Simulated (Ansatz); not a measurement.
A vibration from a frozen displacement in Si

All numbers below come from DFT LDA, scalar-relativistic, plane waves, PAW in Ansatz 0.2.0. Settings: plane waves to 420 eV, k-mesh 8×8×8 (Γ-centred), Gaussian smearing 0.15 eV. No spin polarisation. Energies are free energies at this smearing, counted from the undisturbed cell; pressure is positive in compression.

Reference structure (relaxed at this level; this form isn't the usual structure):

```
Si
1.0
    -3.28369    3.28369    3.28369
     3.28369   -3.28369    3.28369
     3.28369    3.28369   -3.28369
Si
8
Direct
  0.20448 0.20448 0.20448
  0.50000 0.00000 0.29552
  0.29552 0.50000 0.00000
  0.00000 0.29552 0.50000
  0.79552 0.79552 0.79552
  0.50000 0.00000 0.70448
  0.70448 0.50000 0.00000
  0.00000 0.70448 0.50000
```

Atom 1 (Si) is moved by x along the Cartesian unit vector (-0.577, -0.577, -0.577); the cell and all other atoms stay fixed. The cell's volume is 141.63 Å³; the moved atoms weigh 28.085 u together and the others 196.595 u.

| x (Å) | ΔE (meV/cell) | total force on the moved atoms along the move (eV/Å) | pressure (GPa) |
| --- | --- | --- | --- |
| -0.2000 | 117.24 | 0.9116 | -0.7292 |
| -0.1333 | 59.89 | 0.7806 | -0.5384 |
| -0.0667 | 16.96 | 0.4796 | -0.3028 |
| 0.0000 | 0.00 | -0.0035 | -0.0031 |
| 0.0333 | 5.28 | -0.3234 | 0.1758 |
| 0.0667 | 22.28 | -0.7049 | 0.3781 |
| 0.1000 | 52.99 | -1.1509 | 0.6056 |
| 0.1333 | 99.69 | -1.6657 | 0.8629 |
| 0.1667 | 164.98 | -2.2560 | 1.1548 |
| 0.2000 | 251.00 | -2.9240 | 1.4839 |

Q: What frequency belongs to this motion?

A: The force constant is k = −dF/dx = 8.820 eV/Å², from the parabola through x = -0.0667, 0 and 0.0333. In every cell the moved atoms swing against the rest, so the mass is μ = m₁m₂/(m₁ + m₂) = 24.574 u, and ν̃ = 521.5 cm⁻¹ × √(|k|/μ) = 312 cm⁻¹. Steps this long are already anharmonic: the energies of the same points give k = 8.257 eV/Å², so the harmonic k is uncertain by that gap or more. The pattern needn't be a normal mode: ν̃² is then a weighted mean of the squared nonzero frequencies at the zone centre of this cell, so it lies between the lowest and the highest of them.

Q: How far does the harmonic law reach?

A: At x = -0.200 Å, kx²/2 = 176.39 meV against the computed 117.24 meV (-33.5 %): the well softens in this direction at large amplitude.

In a metal these slopes depend on the k mesh and the smearing.